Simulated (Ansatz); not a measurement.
W: a film clamped to a substrate

These are results of Ansatz, DFT PBE, scalar-relativistic, plane waves, PAW, not measurements. Settings: plane waves to 420 eV, k-mesh 26×26×26 (Γ-centred), Gaussian smearing 0.15 eV. Spin–orbit coupling is left out, which can shift energies with elements as heavy as these. No spin polarisation. Energies are free energies at this smearing, counted from the undisturbed cell; pressure is positive in compression.

Zero of the scan (relaxed at this level):

```
W
1.0
    -1.59178    1.59178    1.59178
     1.59178   -1.59178    1.59178
     1.59178    1.59178   -1.59178
W
1
Direct
  0.00000 0.00000 0.00000
```

The cell (1 atom, V0 = 16.13 Å³) is strained by p along both x and y and by q along z, fractional coordinates fixed. τp = (1/V0) ∂E/∂p = (σxx + σyy)(1 + p)(1 + q) and τq = (1/V0) ∂E/∂q = σzz(1 + p)², with tension positive.

| p | q | ΔE (meV/atom) | τp (GPa) | τq (GPa) |
| --- | --- | --- | --- | --- |
| 0.000 | 0.000 | 0.00 | -0.03 | -0.01 |
| -0.015 | 0.000 | 16.76 | -22.62 | -6.24 |
| 0.015 | 0.000 | 15.38 | 20.00 | 5.72 |
| 0.000 | -0.015 | 5.98 | -6.19 | -8.04 |
| 0.000 | 0.015 | 5.56 | 5.78 | 7.25 |

Question: Get the second derivatives of the energy density.

Answer: Central differences give A = ∂τp/∂p = 1421 GPa (C11 + C22 + 2 C12), C = ∂τq/∂q = 510 GPa (C33) and the cross term B = ∂τq/∂p = 399 GPa (C13 + C23); ∂τp/∂q = 399 GPa must equal B, and any difference shows higher-order terms. The ions are clamped. In a cubic crystal C11 = C = 510, C12 = B/2 = 199 GPa and A should be 2(C11 + C12) = 1418 GPa; the bulk modulus is (C11 + 2 C12)/3 = 303 GPa.

Question: A film of this crystal grows with z along the normal on a substrate that imposes p. How does its thickness respond, and what does the misfit cost?

Answer: Count p and q from the stress-free cell. A free surface needs τq = 0, so q = −(B/C) p = -0.78 p. The energy density left is (A − B²/C) p²/2 = M p², with the biaxial modulus M = 554 GPa; a misfit of 1 % costs 5.58 meV/atom, against 7.15 meV/atom if the thickness were held.

At p = 0.030 the energies along q are 49.0 (q = -0.030), 48.3 (q = -0.015), 59.3 (q = 0.000), 80.9 (q = 0.015), 112.1 (q = 0.030) meV/atom.

Question: Does the linear rule hold at this misfit?

Answer: A parabola through the lowest point and its neighbours has its minimum at q = -0.022, 47.1 meV/atom. With the stress left in the starting cell, τp0 and τq0, linear elasticity gives q = −(τq0 + Bp)/C = -0.023 and E = V0(τp0 p + τq0 q + Ap²/2 + Bpq + Cq²/2)/N = 50.2 meV/atom. The two agree within a tenth in energy.

In a metal these slopes depend on the k mesh and the smearing.

Cost: 25 runs of about 4.2 core-minutes in all, on AMD EPYC 7R43 (Zen 3) (shared hosts).

Tungsten resists a change of shape as well as a change of volume: C11 is far above C12, so the film thins by only 0.78 of the in-plane strain, well short of what constant volume would require, and a stretched film gains volume. The usual explanation is the nearly half-filled d band, in which bonding states are largely occupied and antibonding ones largely empty. This gives strong cohesion and, with the Fermi level near a pseudogap, a bcc lattice that is stiff against tetragonal distortion. Clamping the ions costs nothing here, since with one atom per primitive cell homogeneous strain leaves no internal displacement to relax.

Compression costs more than equal tension along both strain paths, as expected when short-range repulsion steepens while bonding weakens with distance. The same anharmonicity probably explains why the relaxed film at the larger tensile misfit lies below the linear estimate; a compressive misfit of that size would then be expected to lie above it. The elastic energy alone doesn't settle whether a film stays coherent, which also depends on the cost of misfit dislocations.
